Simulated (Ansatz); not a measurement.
# Al3GaN4: the cost of one run

Method: DFT PBEsol, scalar-relativistic, plane waves, PAW, in Ansatz 0.2.0.

2 further runs of the same task are left out: 2 set aside as unsound or not needed. Runs told in other sessions of the task aren't counted.

**1. The starting structure**

The structure is cubic, space group P-43m (No. 215). The conventional cell has a = 4.407 Å, b = 4.407 Å, c = 4.407 Å, α = 90.00°, β = 90.00°, γ = 90.00°. Al (site symmetry -42m) has 4 N at 1.90 Å in its first shell of neighbours. Ga (site symmetry -43m) has 4 N at 1.95 Å in its first shell of neighbours. N (site symmetry 3m) has 3 Al at 1.90 Å and 1 Ga at 1.95 Å in its first shell of neighbours.

Structure file:

```xyz
8
Lattice="4.4070 0.0000 0.0000 0.0000 4.4070 0.0000 0.0000 0.0000 4.4070" Properties=species:S:1:pos:R:3 pbc="T T T"
Al    2.2035    2.2035    0.0000
Al    2.2035    0.0000    2.2035
Al    0.0000    2.2035    2.2035
Ga    0.0000    0.0000    0.0000
N     3.2819    3.2819    1.1251
N     3.2819    1.1251    3.2819
N     1.1251    3.2819    3.2819
N     1.1251    1.1251    1.1251
```

It goes back to an entry of the Materials Project, which need not be the stable form.

This cell was relaxed beforehand with the same method: volume 10.70 Å³/atom, gap on the mesh 3.32 eV.

**2. Zero of energy**

The reference gives a free energy of -6840.5723 eV, pressure 0.03 GPa, largest force 0.000 eV/Å and gap on the mesh 3.32 eV. It was computed beforehand with the settings of the runs below.

**3. Next: a frozen normal mode**

Mode 7 of the phonon run on this cell, counted from the lowest, is frozen in: each atom moves by x times its row below, so x is the largest displacement.

```
atom      ux      uy      uz
 Al1   0.000   1.000   0.000
 Al2   0.000   0.000   0.000
 Al3   0.000  -1.000   0.000
 Ga4   0.000   0.000   0.000
  N5   0.343   0.000   0.343
  N6  -0.343   0.000   0.343
  N7  -0.343   0.000  -0.343
  N8   0.343   0.000  -0.343
```

**4. At x = -0.120 Å**

input.yaml reads:

```yaml
crystal:
  lattice:
    - [4.4069948404, 0.0, 0.0]
    - [0.0, 4.4069948404, 0.0]
    - [0.0, 0.0, 4.4069948404]
  atoms:
    - { symbol: Al, position: [0.5, 0.4727705604, 0.0] }
    - { symbol: Al, position: [0.5, 0.0, 0.5] }
    - { symbol: Al, position: [0.0, 0.5272294396, 0.5] }
    - { symbol: Ga, position: [0.0, 0.0, 0.0] }
    - { symbol: "N", position: [0.7353613414, 0.7447077174, 0.2459459066] }
    - { symbol: "N", position: [0.7540540934, 0.2552922826, 0.7353613414] }
    - { symbol: "N", position: [0.2646386586, 0.7447077174, 0.7540540934] }
    - { symbol: "N", position: [0.2459459066, 0.2552922826, 0.2646386586] }
basis:
  ecutwfc: 420
kpoints:
  mp_grid: { grid: [6, 6, 6] }
hamiltonian:
  xc: pbesol
scf:
  occupations: { method: gaussian, width: 0.05 }
output:
  forces: true
  stress: true
  eigenvalues: true
  write_density: true
  write_potential: true
  elf: true
  volumetric_format: npy
```

On the command line:

```sh
ansatz run input.yaml --threads 2 --pin off --max-ram 5120MiB --backend cpu --events-out ev --progress --plain --runs-dir out
```

What time and memory should one allow on 2 threads of AMD EPYC (Zen 3), shared host?

About 14 s, with a peak of 0.41 GiB.
